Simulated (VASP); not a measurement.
Input of a VASP 6.6.1 run:

INCAR

```
SYSTEM = AgI
  PREC = Accurate
  ENCUT = 520
  EDIFF = 1E-7
  ISMEAR = -1
  SIGMA = 0.05
  LREAL = .FALSE.
  LASPH = .TRUE.
  NELM = 80
  ALGO = Normal
  ISIF = 2
  LWAVE = .FALSE.
  LCHARG = .FALSE.
  LDIPOL = .TRUE.
  IDIPOL = 3
  DIPOL = 0.5 0.5 0.500
  GGA = PE
  NBANDS = 56
```

The input KPOINTS:

```
regular mesh
0
G
  6 4 1
  0 0 0
```

File POSCAR:

```
AgI
1.0
    4.7891600000      0.0000000000      0.0000000000
    0.0000000000      6.3895460000      0.0000000000
    0.0000000000      0.0000000000     24.5783200000
Ag I
5 5
Direct
    0.0000000000      0.7500000000      0.3051469751
    0.5000000000      0.2500000000      0.4025734875
    0.0000000000      0.7500000000      0.5000000000
    0.5000000000      0.2500000000      0.5974265125
    0.0000000000      0.7500000000      0.6948530249
    0.5000000000      0.5000000000      0.3051469751
    0.0000000000      0.0000000000      0.4025734875
    0.5000000000      0.5000000000      0.5000000000
    0.0000000000      0.0000000000      0.5974265125
    0.5000000000      0.5000000000      0.6948530249
```

Potentials or basis: VASP PAW PBE potentials, release 64 (Ag, I).

Launch:

```sh
$ cat potpaw_PBE.64/Ag/POTCAR potpaw_PBE.64/I/POTCAR > POTCAR
$ mpirun -np 1 vasp_std > vasp.out
```

Problem. Estimate the largest force.

Solution. 0.616 eV/Å.

Problem. What does it give for the band gap on the k mesh?

Solution. 1.53 eV, direct.

Forces on the atoms (eV/Å):
```
Ag   0.000 -0.448  0.422
Ag   0.000  0.065 -0.034
Ag   0.000 -0.047  0.000
Ag   0.000  0.065  0.034
Ag   0.000 -0.448 -0.422
I    0.000  0.316 -0.222
I    0.000  0.081 -0.115
I    0.000  0.019  0.000
I    0.000  0.081  0.115
I    0.000  0.316  0.222
```

Caveat: spin-orbit coupling is left out, which moves the levels of the heavy elements.
